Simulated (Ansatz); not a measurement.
# ZnSe: a short molecular-dynamics run

Aim: set ZnSe (an element-swapped structure, 8 atoms, not relaxed) in motion for 30 steps of 1 fs under a Langevin thermostat at 300 K, and see how temperature, energy and positions respond.

Program: Ansatz 0.2.0. Level of theory: DFT PBEsol, plane waves, PAW, scalar-relativistic, no spin polarisation. These are calculated values, not measurements.

### 1 Starting point

The cell holds 8 atoms (Se4Zn4): a = 3.736 Å, b = 3.736 Å, c = 15.619 Å, α = 90.00°, β = 90.00°, γ = 60.00°.

Structure file:

```xyz
8
Lattice="1.8681 3.2357 0.0000 -1.8681 3.2357 0.0000 0.0000 0.0000 15.6187" Properties=species:S:1:pos:R:3 pbc="T T T"
Zn    0.0000    2.1572    2.4521
Zn    0.0000    4.3143   10.2615
Zn    0.0000    2.1572    5.3572
Zn    0.0000    4.3143   13.1665
Se    0.0000    2.1572    9.4024
Se    0.0000    4.3143    1.5931
Se    0.0000    2.1572   14.0256
Se    0.0000    4.3143    6.2162
```

### 2 Molecular dynamics

The input, input.yaml:

```yaml
crystal:
  lattice:
    - [1.8681495, 3.23572986, 0.0]
    - [-1.8681495, 3.23572986, 0.0]
    - [0.0, 0.0, 15.618661]
  atoms:
    - { symbol: Zn, position: [0.33333333, 0.33333333, 0.157] }
    - { symbol: Zn, position: [0.66666667, 0.66666667, 0.657] }
    - { symbol: Zn, position: [0.33333333, 0.33333333, 0.343] }
    - { symbol: Zn, position: [0.66666667, 0.66666667, 0.843] }
    - { symbol: Se, position: [0.33333333, 0.33333333, 0.602] }
    - { symbol: Se, position: [0.66666667, 0.66666667, 0.102] }
    - { symbol: Se, position: [0.33333333, 0.33333333, 0.898] }
    - { symbol: Se, position: [0.66666667, 0.66666667, 0.398] }
kpoints:
  mp_grid: { grid: [5, 5, 1] }
magnetization:
  spin_polarized: false
scf:
  occupations: { method: cold, width: 0.15 }
hamiltonian:
  pseudopotentials: { kind: paw }
  xc: pbesol
basis:
  ecutwfc: 420
md:
  timestep: 1.0
  n_steps: 30
  ensemble: nvt_langevin
  temperature: 300.0
  initial_velocities: maxwell_boltzmann
  seed: 663411
```

Run with:

```console
$ ansatz run input.yaml --threads 2 --pin off --max-ram 2560MiB --backend cpu --events-out ev --progress --plain --runs-dir out
```

What it wrote:

```text
Warning: md: disabling space-group detection — thermal motion breaks the input geometry's symmetry, so no spatial operation reduces the k-mesh or symmetrises the density; time reversal is kept, so that k and −k are solved as one point where they differ and the mesh holds both, and exact exchange and, on two spinor components, a DFT+U term hold to it where the run has them: on two components no moment then forms, and a state that bears one, which a typed moment (crystal.atoms[].spin; refused beside efield: under a hybrid functional) reaches, can lie lower, under hf by electronvolts; crystal.symmetry.detect: false (a key that needs symmetry detection or time reversal refuses this as the deck is read) with time_reversal: false beside it drops time reversal too
Warning: RAYON_NUM_THREADS=2 ignored (pool sized by the plan → 2); use --threads N
Engine: ansatz 0.2.0, aarch64-unknown-linux-gnu
Pseudopotentials: kind: paw
Pseudopotential: Zn, paw, valence charge 12, recommended cutoff 420 eV (normal), Zn.paw.azcp
Pseudopotential: Se, paw, valence charge 16, recommended cutoff 420 eV (normal), Se.paw.azcp
Functional definition: PBEsol
  exchange = pbesol_x
  correlation = pbesol_c
Crystal: 8 atoms, lattice volume = 188.824 Å³
Basis set: ecut = 420 eV, 3701 PW (Γ), exchange–correlation on 50×50×216 points (8 copies of the dense FFT grid, shifted against one another)
Bands: 68, of which v1, the nominal top of the filled ones, is band 56 counted from 1 (55 counted from 0)
Symmetry: 1 space group operations
k-points: 13 of 25 (time reversal used)
Non-local potential: Zn, projectors of the file, l = 0: 2, l = 1: 2, l = 2: 3, l = 3: 1
Non-local potential: Se, projectors of the file, l = 0: 2, l = 1: 2, l = 2: 3, l = 3: 1
PAW form: soft (Blöchl's): semilocal exchange-correlation on the pseudo side does not see the compensation charge
PAW frozen core: Zn, regenerated for the run's functional, and the local potential with it (the file was generated under x = pbe(κ = 0.804, μ = 0.2195149727645171), c = pbe(β = 0.06672455060314922))
PAW frozen core: Se, regenerated for the run's functional, and the local potential with it (the file was generated under x = pbe(κ = 0.804, μ = 0.2195149727645171), c = pbe(β = 0.06672455060314922))
PAW one-centre angular grid: Zn, 590 points (default); XC on 64 Gauss nodes
PAW one-centre angular grid: Se, 590 points (default); XC on 64 Gauss nodes
Initial density: superposition of atomic densities (neutral atoms: chi_scale 0, normalization atom), corrected by the library's trained network
Initial wavefunctions: pseudopotential atomic-orbital guess
Functional: x = pbesol(κ = 0.804, μ = 0.12345679012345678), c = pbesol(β = 0.046)
SCF iter   1: F=—  HF=-34822.081823 eV  |F-HF|=—  |Δ(HF+E_count)|=         —  Δρ=3.31e-3  dr2=1.17e-1  ethr=1.77e-3  ⟨swp⟩=7.0  Hψ=3586  notcnv=0  defer=14
preconditioner: auto → LDOS  [insulator: Δε(μ)=0.297 eV  Ē_g=10.993 eV  σ=0.150 eV  W_gap=0.82  n_scr=54 (ndim 8)  ℏωp=22.9 eV  f_vac=0.096  D(μ)=0.82/eV (n_scr^D=4)  ε∞_Penn≈5.4  β→1.0]
SCF iter   2: F=—  HF=-34822.102817 eV  |F-HF|=—  |Δ(HF+E_count)|=   2.10e-2  S|Δr|=    0.00e0  Δρ=4.46e-3  dr2=2.58e-1  ethr=1.04e-4  ⟨swp⟩=2.2  Hψ=1545  notcnv=0  defer=66
SCF iter   3: F=—  HF=-34822.059846 eV  |F-HF|=—  |Δ(HF+E_count)|=   4.30e-2  S|Δr|=    0.00e0  Δρ=1.40e-3  dr2=7.04e-3  ethr=1.04e-4  ⟨swp⟩=2.0  Hψ=1286  notcnv=0  defer=66
SCF iter   4: F=—  HF=-34822.058476 eV  |F-HF|=—  |Δ(HF+E_count)|=   1.37e-3  S|Δr|=    0.00e0  Δρ=7.50e-4  dr2=7.55e-4  ethr=6.29e-6  ⟨swp⟩=2.0  Hψ=1250  notcnv=0  defer=66
SCF iter   5: F=—  HF=-34822.058155 eV  |F-HF|=—  |Δ(HF+E_count)|=   3.21e-4  S|Δr|=    0.00e0  Δρ=9.49e-5  dr2=2.81e-5  ethr=6.74e-7  ⟨swp⟩=2.0  Hψ=1228  notcnv=0  defer=66
SCF iter   6: F=—  HF=-34822.058124 eV  |F-HF|=—  |Δ(HF+E_count)|=   3.10e-5  S|Δr|=    0.00e0  Δρ=2.42e-5  dr2=8.61e-7  ethr=2.51e-8  ⟨swp⟩=2.0  Hψ=1201  notcnv=0  defer=66
SCF iter   7: F=—  HF=-34822.058191 eV  |F-HF|=—  |Δ(HF+E_count)|=   6.69e-5  S|Δr|=    0.00e0  Δρ=6.31e-6  dr2=4.24e-8  ethr=7.69e-10  ⟨swp⟩=2.0  Hψ=1605  notcnv=0  defer=39
SCF iter   8: F=-34822.058191 eV  HF=-34822.058191 eV  |F-HF|=1.30e-9  |Δ(HF+E_count)|=   1.03e-7  S|Δr|=    0.00e0  Δρ=1.36e-6  dr2=4.63e-9  ethr=7.14e-12  ⟨swp⟩=5.0  Hψ=3372  notcnv=0
SCF 1 converged in 8 iterations: F = -34822.058191 eV  dr2 = 4.63e-9
md step     0: t =     0.00 fs  T =   262.5 K  F+E_penalty+E_count = -34822.05819069 eV  E_kin = 0.271446 eV  (8 SCF iters)
[... 12 lines left out ...]
md step     1: t =     1.00 fs  T =   260.2 K  F+E_penalty+E_count = -34822.05802667 eV  E_kin = 0.269030 eV  (7 SCF iters)
[... 10 lines left out ...]
md step     2: t =     2.00 fs  T =   257.1 K  F+E_penalty+E_count = -34822.05765168 eV  E_kin = 0.265890 eV  (7 SCF iters)
[... 1 line left out ...]
md step     3: t =     3.00 fs  T =   257.2 K  F+E_penalty+E_count = -34822.05711709 eV  E_kin = 0.265923 eV  (7 SCF iters)
md step     4: t =     4.00 fs  T =   247.8 K  F+E_penalty+E_count = -34822.05614694 eV  E_kin = 0.256230 eV  (7 SCF iters)
md step     5: t =     5.00 fs  T =   273.9 K  F+E_penalty+E_count = -34822.05466419 eV  E_kin = 0.283251 eV  (4 SCF iters)
md step     6: t =     6.00 fs  T =   290.3 K  F+E_penalty+E_count = -34822.05267201 eV  E_kin = 0.300190 eV  (4 SCF iters)
md step     7: t =     7.00 fs  T =   288.2 K  F+E_penalty+E_count = -34822.05076714 eV  E_kin = 0.298032 eV  (4 SCF iters)
md step     8: t =     8.00 fs  T =   287.9 K  F+E_penalty+E_count = -34822.04907925 eV  E_kin = 0.297694 eV  (5 SCF iters)
md step     9: t =     9.00 fs  T =   285.4 K  F+E_penalty+E_count = -34822.04717728 eV  E_kin = 0.295085 eV  (5 SCF iters)
md step    10: t =    10.00 fs  T =   285.2 K  F+E_penalty+E_count = -34822.04494747 eV  E_kin = 0.294925 eV  (7 SCF iters)
md step    11: t =    11.00 fs  T =   281.2 K  F+E_penalty+E_count = -34822.04285317 eV  E_kin = 0.290815 eV  (5 SCF iters)
md step    12: t =    12.00 fs  T =   292.0 K  F+E_penalty+E_count = -34822.04093783 eV  E_kin = 0.301918 eV  (4 SCF iters)
md step    13: t =    13.00 fs  T =   286.0 K  F+E_penalty+E_count = -34822.03910963 eV  E_kin = 0.295747 eV  (5 SCF iters)
md step    14: t =    14.00 fs  T =   286.5 K  F+E_penalty+E_count = -34822.03758654 eV  E_kin = 0.296236 eV  (4 SCF iters)
md step    15: t =    15.00 fs  T =   302.1 K  F+E_penalty+E_count = -34822.03629961 eV  E_kin = 0.312439 eV  (5 SCF iters)
md step    16: t =    16.00 fs  T =   319.8 K  F+E_penalty+E_count = -34822.03529240 eV  E_kin = 0.330699 eV  (4 SCF iters)
md step    17: t =    17.00 fs  T =   329.7 K  F+E_penalty+E_count = -34822.03418712 eV  E_kin = 0.340946 eV  (4 SCF iters)
md step    18: t =    18.00 fs  T =   335.6 K  F+E_penalty+E_count = -34822.03323197 eV  E_kin = 0.347017 eV  (4 SCF iters)
md step    19: t =    19.00 fs  T =   332.2 K  F+E_penalty+E_count = -34822.03240501 eV  E_kin = 0.343502 eV  (5 SCF iters)
md step    20: t =    20.00 fs  T =   338.1 K  F+E_penalty+E_count = -34822.03162680 eV  E_kin = 0.349649 eV  (6 SCF iters)
md step    21: t =    21.00 fs  T =   315.4 K  F+E_penalty+E_count = -34822.03091179 eV  E_kin = 0.326144 eV  (4 SCF iters)
md step    22: t =    22.00 fs  T =   315.9 K  F+E_penalty+E_count = -34822.03019382 eV  E_kin = 0.326654 eV  (5 SCF iters)
md step    23: t =    23.00 fs  T =   307.5 K  F+E_penalty+E_count = -34822.02954738 eV  E_kin = 0.317939 eV  (4 SCF iters)
md step    24: t =    24.00 fs  T =   321.9 K  F+E_penalty+E_count = -34822.02901964 eV  E_kin = 0.332919 eV  (4 SCF iters)
md step    25: t =    25.00 fs  T =   290.8 K  F+E_penalty+E_count = -34822.02855588 eV  E_kin = 0.300707 eV  (4 SCF iters)
md step    26: t =    26.00 fs  T =   304.1 K  F+E_penalty+E_count = -34822.02824747 eV  E_kin = 0.314429 eV  (4 SCF iters)
md step    27: t =    27.00 fs  T =   317.0 K  F+E_penalty+E_count = -34822.02869202 eV  E_kin = 0.327832 eV  (5 SCF iters)
md step    28: t =    28.00 fs  T =   348.1 K  F+E_penalty+E_count = -34822.02947195 eV  E_kin = 0.359994 eV  (5 SCF iters)
md step    29: t =    29.00 fs  T =   351.5 K  F+E_penalty+E_count = -34822.03003372 eV  E_kin = 0.363442 eV  (5 SCF iters)
[... 12 lines left out ...]
md step    30: t =    30.00 fs  T =   324.4 K  F+E_penalty+E_count = -34822.03091927 eV  E_kin = 0.335406 eV  (8 SCF iters)
SCF converged after 8 iterations
Stability not checked: this state was not tested for a lower state beside it, because cold or Methfessel-Paxton smearing, or corrected tetrahedra, fill the levels in a way that the test cannot read (fill_not_monotonic; see scf.lower_state_search)
Free energy (F): -34822.030919 eV
Harris-Foulkes:  -34822.030919 eV  (|F-HF|=2.39e-9)
Internal energy: -34822.035972 eV  (E = F + TS)
E sigma→0 (E₀):  -34822.032604 eV
Entropy (-TS):   0.005053 eV (0.632 meV/atom)
Fermi energy:    6.700951 eV
Step filling:    the computed levels leave a gap of 0.2869 eV = 1.9 smearing widths at the electron count; against every level under it full and every level over it empty, smearing changes F+E_penalty+E_count by +3.206 meV and its σ→0 estimate by +1.521 meV
--- Per-component energies (eV) ---
  E_band       = -1597.644448
  E_kinetic    = 1007.492488
  E_local      = -18426.013634  (includes V_loc(G=0)·N_el)
  E_nonlocal   = 85.164866
  E_hartree    = 8521.038773
  E_xc         = -959.699989
  E_vxc        = -606.814954  (∫ρ·V_xc dr)
  E_paw        = -14627.282457  (= ΣΔE_a)
  E_vpaw       = -699.547145  (= ΣTr[D̂ρ^β])
  E_aug_tail   = -0.003849  (compensation charges beyond the density's cutoff)
  E_ewald      = -10429.955393
  E_core_change = 7.223221  (= ΣΔE_core)
  E_smearing   = 0.005053  (= −TS)
  E_closure    = -0.000000  (closes the sum)
  Σ components = -34822.030919   (vs F -34822.030919, Δ=0.00e0)
--- Forces (eV/Å), atoms counted from 1 ---
  atom   1  Zn    -0.24115530    -0.49750131    -0.30771732
  atom   2  Zn     0.16149086    -0.49702849    -0.16728069
  atom   3  Zn     0.71927747    -0.72932806     0.09063024
  atom   4  Zn     0.04543827    -0.00632205     0.14601957
  atom   5  Se    -0.16508823     0.49820652     0.26038523
  atom   6  Se     0.22362482     0.52284983     0.36308233
  atom   7  Se    -0.05281118    -0.00314997    -0.22332919
  atom   8  Se    -0.69077365     0.71226671    -0.16179400
  max |Σ_I F_I| component: 6.83e-6 eV/Å
--- MD trajectory: 30 steps, t = 0.0 → 30.0 fs ---
  final state: T = 324.4 K   F+E_penalty+E_count = -34822.03091927 eV   E_kin = 0.335406 eV
```

It took 2.8 min on 2 threads of an Arm CPU, shared host; peak memory 0.58 GiB.

### 3 Frames and traces

One step in 2; energies are changes from step 0; msd is the mean square displacement from the start, the centre of mass held:

```csv
time (fs),T (K),potential energy change (meV/atom),msd Zn (Å²),msd Se (Å²)
0.0,262,0.0,0.000,0.000
2.0,257,0.1,0.000,0.000
4.0,248,0.3,0.000,0.000
6.0,290,0.7,0.000,0.000
8.0,288,1.1,0.000,0.001
10.0,285,1.7,0.001,0.001
12.0,292,2.2,0.001,0.001
14.0,286,2.6,0.002,0.002
16.0,320,2.9,0.002,0.002
18.0,336,3.1,0.003,0.003
20.0,338,3.3,0.003,0.004
22.0,316,3.5,0.004,0.004
24.0,322,3.6,0.005,0.005
26.0,304,3.7,0.006,0.005
28.0,348,3.6,0.007,0.006
30.0,324,3.4,0.008,0.007
```

time (fs), T (K) and a bar:
```
      0.0        262 ####
      1.0        260 ####
      3.0        257 ###
      4.0        248 
      5.0        274 ########
      7.0        288 ############
      8.0        288 ############
      9.0        285 ###########
     10.0        285 ###########
     12.0        292 #############
     13.0        286 ###########
     14.0        286 ###########
     16.0        320 #####################
     17.0        330 ########################
     18.0        336 #########################
     20.0        338 ##########################
     21.0        315 ####################
     22.0        316 ####################
     23.0        307 #################
     25.0        291 ############
     26.0        304 ################
     27.0        317 ####################
     29.0        351 ##############################
     30.0        324 ######################
```

### 4 Positions and forces

Extended XYZ, with forces in eV/Å:

```xyz
8
Lattice="1.868 3.236 0.000 -1.868 3.236 0.000 0.000 0.000 15.619" Properties=species:S:1:pos:R:3:forces:R:3 pbc="T T T" time_fs=4.0 T=248 dE=0.0020
Zn   -0.009    2.161    2.456   -0.024   -0.041   -0.405
Zn    0.002    4.317   10.253    0.097    0.017   -0.377
Zn   -0.014    2.156    5.362    0.224   -0.080    0.357
Zn    0.004    4.313   13.170    0.013    0.000    0.397
Se    0.013    2.162    9.398   -0.095   -0.017    0.461
Se   -0.012    4.314    1.593    0.020    0.044    0.483
Se    0.006    2.156   14.030   -0.015   -0.002   -0.480
Se    0.012    4.303    6.213   -0.220    0.079   -0.436
8
Lattice="1.868 3.236 0.000 -1.868 3.236 0.000 0.000 0.000 15.619" Properties=species:S:1:pos:R:3:forces:R:3 pbc="T T T" time_fs=8.0 T=288 dE=0.0091
Zn   -0.018    2.166    2.460   -0.052   -0.120   -0.414
Zn    0.005    4.322   10.245    0.184   -0.002   -0.360
Zn   -0.028    2.153    5.367    0.425   -0.151    0.304
Zn    0.006    4.314   13.175    0.056   -0.007    0.393
Se    0.026    2.166    9.394   -0.182    0.002    0.451
Se   -0.024    4.310    1.595    0.046    0.126    0.491
Se    0.013    2.156   14.034   -0.060    0.003   -0.479
Se    0.021    4.291    6.210   -0.416    0.149   -0.385
8
Lattice="1.868 3.236 0.000 -1.868 3.236 0.000 0.000 0.000 15.619" Properties=species:S:1:pos:R:3:forces:R:3 pbc="T T T" time_fs=11.0 T=281 dE=0.0153
Zn   -0.024    2.171    2.466   -0.081   -0.187   -0.425
Zn    0.010    4.327   10.238    0.229   -0.029   -0.345
Zn   -0.036    2.150    5.372    0.540   -0.202    0.261
Zn    0.008    4.314   13.179    0.087   -0.013    0.380
Se    0.034    2.167    9.391   -0.227    0.029    0.438
Se   -0.035    4.307    1.598    0.073    0.196    0.500
Se    0.018    2.156   14.034   -0.093    0.008   -0.467
Se    0.027    4.280    6.207   -0.528    0.198   -0.341
8
Lattice="1.868 3.236 0.000 -1.868 3.236 0.000 0.000 0.000 15.619" Properties=species:S:1:pos:R:3:forces:R:3 pbc="T T T" time_fs=15.0 T=302 dE=0.0219
Zn   -0.032    2.176    2.473   -0.120   -0.240   -0.426
Zn    0.018    4.334   10.231    0.258   -0.093   -0.321
Zn   -0.044    2.147    5.378    0.658   -0.312    0.211
Zn    0.015    4.314   13.189    0.091   -0.016    0.347
Se    0.045    2.168    9.392   -0.256    0.093    0.415
Se   -0.048    4.305    1.605    0.108    0.253    0.497
Se    0.025    2.155   14.033   -0.099    0.010   -0.433
Se    0.034    4.265    6.206   -0.640    0.305   -0.290
8
Lattice="1.868 3.236 0.000 -1.868 3.236 0.000 0.000 0.000 15.619" Properties=species:S:1:pos:R:3:forces:R:3 pbc="T T T" time_fs=19.0 T=332 dE=0.0258
Zn   -0.039    2.180    2.477   -0.163   -0.294   -0.401
Zn    0.028    4.344   10.223    0.260   -0.202   -0.284
Zn   -0.050    2.145    5.382    0.718   -0.459    0.170
Zn    0.027    4.308   13.199    0.063    0.032    0.311
Se    0.053    2.166    9.393   -0.259    0.201    0.376
Se   -0.060    4.304    1.616    0.149    0.312    0.467
Se    0.034    2.155   14.031   -0.071   -0.039   -0.395
Se    0.039    4.248    6.205   -0.696    0.450   -0.245
8
Lattice="1.868 3.236 0.000 -1.868 3.236 0.000 0.000 0.000 15.619" Properties=species:S:1:pos:R:3:forces:R:3 pbc="T T T" time_fs=22.0 T=316 dE=0.0280
Zn   -0.044    2.184    2.479   -0.193   -0.343   -0.379
Zn    0.036    4.351   10.214    0.235   -0.292   -0.248
Zn   -0.054    2.143    5.385    0.737   -0.560    0.145
Zn    0.037    4.304   13.208    0.042    0.064    0.274
Se    0.057    2.163    9.394   -0.235    0.291    0.341
Se   -0.069    4.303    1.624    0.177    0.363    0.442
Se    0.041    2.154   14.029   -0.050   -0.071   -0.355
Se    0.040    4.236    6.205   -0.713    0.548   -0.218
8
Lattice="1.868 3.236 0.000 -1.868 3.236 0.000 0.000 0.000 15.619" Properties=species:S:1:pos:R:3:forces:R:3 pbc="T T T" time_fs=26.0 T=304 dE=0.0299
Zn   -0.049    2.190    2.481   -0.218   -0.440   -0.344
Zn    0.044    4.363   10.204    0.206   -0.400   -0.206
Zn   -0.057    2.137    5.392    0.742   -0.645    0.122
Zn    0.047    4.301   13.224    0.046    0.042    0.213
Se    0.062    2.163    9.394   -0.208    0.399    0.299
Se   -0.078    4.301    1.634    0.201    0.463    0.404
Se    0.052    2.149   14.025   -0.053   -0.050   -0.293
Se    0.040    4.223    6.207   -0.716    0.631   -0.195
8
Lattice="1.868 3.236 0.000 -1.868 3.236 0.000 0.000 0.000 15.619" Properties=species:S:1:pos:R:3:forces:R:3 pbc="T T T" time_fs=30.0 T=324 dE=0.0273
Zn   -0.056    2.195    2.484   -0.241   -0.498   -0.308
Zn    0.053    4.375   10.194    0.161   -0.497   -0.167
Zn   -0.058    2.131    5.400    0.719   -0.729    0.091
Zn    0.057    4.296   13.241    0.045   -0.006    0.146
Se    0.066    2.164    9.393   -0.165    0.498    0.260
Se   -0.087    4.301    1.646    0.224    0.523    0.363
Se    0.061    2.139   14.021   -0.053   -0.003   -0.223
Se    0.036    4.212    6.207   -0.691    0.712   -0.162
```

### 5 Results

```
                             quantity                          value
                               length               30 steps of 1 fs
     temperature, first and last step                  262 and 324 K
             temperature, second half  mean 322 K, from 291 to 351 K
        potential energy, second half     +3 meV/atom from the start
mean square displacement, second half          Zn 0.004, Se 0.004 Å²
```

What this shows: Against a set 300 K the second half averages 322 K with a spread of 16 K (in equilibrium 8 atoms would scatter by about 87 K, over a far longer run). No atom gets farther than 0.12 Å from its start, with the drift of the whole removed, against a typical distance of 2.3 Å between sites at the start. Averages from a run of 30 fs with 8 atoms are rough.
